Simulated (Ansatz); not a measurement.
# An elastic constant from a strain scan in InSb

The calculation used Ansatz 0.2.0, DFT r2SCAN, scalar-relativistic, plane waves, PAW. Settings: plane waves to 500 eV, k-mesh 20×20×10 (Γ-centred), Gaussian smearing 0.15 eV. No spin polarisation. Energies are free energies at this smearing, counted from the undisturbed cell; pressure is positive in compression.

The undisturbed cell (relaxed at this level; with this scan's settings it stands at -0.1 GPa; this form isn't the usual structure):

```
In Sb
1.0
     3.05837    0.00000    0.00000
     0.00000    3.05837    0.00000
     0.00000    0.00000    6.18339
In Sb
1 1
Cartesian
  0.0000 0.0000 0.0000
  0.0000 0.0000 3.0917
```

The cell is strained by ε times the Voigt pattern (0, 0, 0, 0, 0, 1) (xx, yy, zz, yz, xz, xy; engineering shear) with fractional coordinates fixed. The cell holds 2 atoms in V0 = 57.84 Å³. The stress column is τ = (1/V0) dE/dε, got from the stress tensor σ (compression positive) at each point as −det(1 + εP) σ : P(1 + εP)⁻¹, with P the pattern as a tensor.

| ε | ΔE (meV/atom) | τ (GPa) |
| --- | --- | --- |
| -0.0175 | 0.268 | -0.163 |
| -0.0150 | 0.198 | -0.143 |
| -0.0100 | 0.089 | -0.098 |
| -0.0050 | 0.023 | -0.050 |
| 0.0000 | 0.000 | 0.000 |
| 0.0050 | 0.023 | 0.050 |
| 0.0100 | 0.089 | 0.098 |
| 0.0150 | 0.198 | 0.143 |
| 0.0175 | 0.268 | 0.163 |
| 0.0200 | ? | ? |

Q: Which combination of elastic constants does this scan measure, and how large is it?

A: For small ε, τ = τ0 + Kε with K = pᵀCp, which for this pattern is C66 in the Cartesian frame shown. The parabola through τ at ε = -0.0050, 0 and 0.0050 has slope K = 10.0 GPa at zero. The energies per cell, E = NΔE, of the wider pair ε = ±0.0175 give K = 2[E(ε₊)/ε₊ − E(ε₋)/ε₋]/[(ε₊ − ε₋)V0] = 9.7 GPa, in agreement.

Q: Predict the withheld row at ε = 0.0200 from the harmonic law, and compare.

A: ΔE = V0(τ0 ε + Kε²/2)/N = 0.360 meV/atom and τ = 0.20 GPa. The calculation gives 0.345 meV/atom and 0.18 GPa, a miss of 4.1 % of the harmonic energy, so the harmonic law still holds here.

In a metal these slopes depend on the k mesh and the smearing.

Cost: 6 runs of about 3.5 core-minutes in all, on Intel Xeon 6975P-C (Granite Rapids) (shared hosts).